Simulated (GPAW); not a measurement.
The system is Sb.

```
Sb
1.0
    -1.87134    1.87134    1.87134
     1.87134   -1.87134    1.87134
     1.87134    1.87134   -1.87134
Sb
1
Direct
  0.00000 0.00000 0.00000
```

This isn't the form of Sb at room conditions, which is rhombohedral.

Base run:

| Item | Value |
| --- | --- |
| Program | GPAW 26.7.0 |
| Functional | LDA |
| Potentials or basis | the program's PAW data sets (release 1.2.1) made for this functional |
| Cutoff | 600 eV |
| Basis | pw |
| k mesh | 10 × 10 × 10 |
| Occupations | gaussian, width 0.1 eV |
| Spin | no spin polarisation |

Its results: band gap on the k mesh none (metal or under the smearing width); pressure -1.6 GPa.

Task: The run is repeated on the same cell with these changes: functional from LDA to PBE; potentials or basis from the program's PAW data sets (release 1.2.1) made for this functional to GPAW PAW data sets (gpaw-data 1.2.1). What comes out?

Result: Band gap on the k mesh none (metal or under the smearing width); pressure 2.8 GPa.
